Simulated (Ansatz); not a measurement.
**SiO₂ (Pbcn) under several functionals**

Plane-wave DFT in Ansatz with scalar-relativistic PAW potentials. The same structure was relaxed (cell and atoms, symmetry kept) in separate runs at each level. This form isn't the usual stable structure of the compound. No spin polarisation.

Problem. How do the levels LDA, PBE, r2SCAN compare?

Solution.
| level | cutoff (eV) | k mesh | V (Å³/atom) | a (Å) | b (Å) | c (Å) | gap (eV) |
| --- | --- | --- | --- | --- | --- | --- | --- |
| LDA | 420 | 6×6×6 | 7.523 | 4.047 | 4.999 | 4.462 | 6.09 |
| r2SCAN | 500 | 6×6×6 | 7.652 | 4.072 | 5.030 | 4.483 | 6.75 |
| PBE | 420 | 6×6×6 | 7.887 | 4.115 | 5.082 | 4.526 | 5.28 |

The usual order of volumes, LDA < PBE, holds here (7.523, 7.887 Å³/atom). As a rule LDA overbinds; PBE's gradient term for exchange weakens bonds. r2SCAN lies 3.0 % under PBE in volume. Each gap belongs to its own cell, so it mixes the functional's effect with that of the volume; gaps are the least found on the k mesh or on a band path.

Cost: 3 runs of about 3.5 core-minutes in all, on Arm Neoverse V2, Intel Xeon Platinum 8488C (Sapphire Rapids) (shared hosts).